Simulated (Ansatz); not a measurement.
The system is CuO (Tenorite).

```
CELL_PARAMETERS angstrom
2.34185 -1.71130 0.00000
2.34185 1.71130 0.00000
-0.85003 0.00000 5.05787
ATOMIC_POSITIONS crystal
Cu 0.50000 0.00000 0.50000
Cu 0.00000 0.50000 0.00000
O 0.41840 0.58160 0.75000
O 0.58160 0.41840 0.25000
```

| Quantity | Value |
| --- | --- |
| Program | Ansatz 0.2.0 |
| Task | relaxation of cell and atoms |
| Functional | r2SCAN |
| Potentials or basis | Ansatz PAW |
| Cutoff | 500 eV (not typed: the program's choice for these potentials) |
| k mesh | 10 × 10 × 5 |
| Occupations | fermi-dirac, width 0.05 eV |
| Spin | no spin polarisation |

At the start: volume 10.13 Å³/atom.

Question: Where does the relaxation end?

Answer: It ends after 13 steps and the volume is 10.73 Å³/atom (+5.9 %); space group P4_2/mmc (No. 131, to 0.05 Å).

The path:
```csv
step,energy change (eV),largest force (eV/Å),volume (Å³)
1,0.0000,0.2855,40.54
2,-0.0152,0.2394,40.77
3,-0.0588,0.0518,41.29
4,-0.0740,0.0003,42.96
5,-0.0947,0.0611,42.99
6,-0.0997,0.0009,42.75
7,-0.1001,0.0009,42.77
8,-0.1002,0.0007,42.77
9,-0.1093,0.0003,42.77
10,-0.1115,0.0253,42.98
11,-0.1122,0.0002,42.92
12,-0.1122,0.0011,42.93
13,-0.1125,0.0011,42.93
```

Final structure:
```xyz
4
Lattice="2.0435 -2.0438 0.1590 2.0435 2.0438 0.1590 -0.3982 0.0000 5.1083" Properties=species:S:1:pos:R:3 pbc="T T T"
Cu    0.8226   -1.0219    2.6336
Cu    1.0217    1.0219    0.0795
O     1.7448   -0.0001    3.9902
O     1.9439    0.0001    1.4361
```

Caveat: the plane-wave basis is chosen anew once the cell has moved, so the energies of steps on either side of that aren't comparable; the run has no spin polarisation, though such a crystal can be magnetic; the PAW data sets come from PBE, with cores solved anew for the run's functional, which leaves a small shift of forces and pressure.
